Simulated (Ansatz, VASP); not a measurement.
C in VASP and in Ansatz

INCAR

```
ALGO = Normal
EDIFF = 1E-7
ENCUT = 520
GGA = PE
ISIF = 2
ISMEAR = 0
LASPH = True
LCHARG = False
LREAL = False
LWAVE = False
NBANDS = 11
NELM = 80
PREC = Accurate
SIGMA = 0.05
```

Contents of KPOINTS:

```
k-points
0
Gamma
  12 12 12
```

POSCAR

```
C
1.0
    0.0000000000      1.7566490000      1.8101510000
    1.7566490000      0.0000000000      1.8101510000
    1.7566490000      1.7566490000      0.0000000000
C
2
Direct
    0.5000000000      0.5000000000      0.5000000000
    0.7500000000      0.7500000000      0.7500000000
```

Input for Ansatz:

```yaml
crystal:
  lattice:
    - [0.0, 1.756649, 1.810151]
    - [1.756649, 0.0, 1.810151]
    - [1.756649, 1.756649, 0.0]
  atoms:
    - { symbol: C, position: [0.5, 0.5, 0.5] }
    - { symbol: C, position: [0.75, 0.75, 0.75] }
basis:
  ecutwfc: 420
kpoints:
  mp_grid: { grid: [12, 12, 12] }
hamiltonian:
  xc: pbe
scf:
  occupations: { method: gaussian, width: 0.05 }
output:
  forces: true
  stress: true
  eigenvalues: true
  write_density: true
  write_potential: true
  elf: true
  volumetric_format: npy
```

Change from the starting cell: strain -0.015 along x and y, +0.015 along z, atoms carried along.

Alike in both runs: task single point; functional PBE; k mesh 12 × 12 × 12; occupations gaussian, width 0.05 eV; no spin polarisation.

|  | VASP | Ansatz |
| --- | --- | --- |
| version | VASP 6.6.1 | Ansatz 0.2.0 |
| potentials or method | VASP PAW PBE potentials, release 64 (C) | scalar-relativistic, plane waves, PAW |
| plane-wave cutoff (eV) | 520 | 420 |
| valence electrons in the cell | 8 | 8 |

```csv
,VASP,Ansatz,Ansatz less VASP
gap on the k mesh at the Fermi level (eV),3.80,3.81,+0.005
least direct gap on the mesh (eV),5.36,5.36,+0.004
pressure (GPa),9.4,8.7,-0.74
largest component of the traceless stress (GPa),19.49,19.50,+0.013
```

The functional is the same, so the differences come from potentials, cutoffs and numerics.
